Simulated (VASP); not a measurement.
A run of VASP 6.6.1:

Contents of INCAR:

```
  PREC = Accurate
  ENCUT = 520
  EDIFF = 1E-6
  ISMEAR = 0
  SIGMA = 0.1
  LREAL = F
  LASPH = T
  NELM = 100
  ALGO = Fast
  ISIF = 2
  LWAVE = F
  LCHARG = F
  GGA = PS
  NBANDS = 10
```

KPOINTS

```
Automatic mesh
0
Gamma
  12 12 16
```

The input POSCAR:

```
Os
1.0
    2.8007047337     -0.0000001114      0.0010395944
   -1.4003524633      2.4254816150      0.0000000000
    1.4011363365      0.8089464411      2.1743426966
Os
1
Direct
    0.0000000000      0.0000000000      0.0000000000
```

Potentials or basis: VASP PAW PBE potentials, release 64 (Os).

Launch:

```bash
$ cat potpaw_PBE.64/Os/POTCAR > POTCAR
$ mpirun -np 1 vasp_std > vasp.out
```

Hardware: 1 thread of Intel(R) Xeon(R) 6975P-C (Granite Rapids) (shared host).

Problem. How long does it take, and how much memory?

Solution. It took 26 s on 1 thread of Intel(R) Xeon(R) 6975P-C (Granite Rapids), with other jobs on the host, peak memory 0.22 GiB. Counts: scf iterations 12, k points 632.
